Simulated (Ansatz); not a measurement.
Base system: BaSnO3 in the cubic perovskite structure (space group Pm-3m, No. 221; a = 4.122 Å). Axes: x, y, z lie along the cube axes.

All numbers come from Kohn–Sham DFT with the PBEsol functional, run in Ansatz (a program for electronic structure) with PAW and 420 eV plane waves, spin-orbit coupling left out.

A first run, uniaxial strain ε_yy = +2.16 %, gives secant values C11 ≈ 250 GPa and C12 ≈ 79 GPa from its stress. A second run applies uniaxial stress, 8 GPa compression along z.

Task: What does linear elasticity predict for Young's modulus in the second run, and what does the run give?

Result: Linear elasticity: (C11 − C12)(C11 + 2 C12)/(C11 + C12) = 210 GPa. The run gives 280 GPa; any difference comes from nonlinear terms at these strains and numerical noise.

Stability under load was not tested beyond the relaxation.
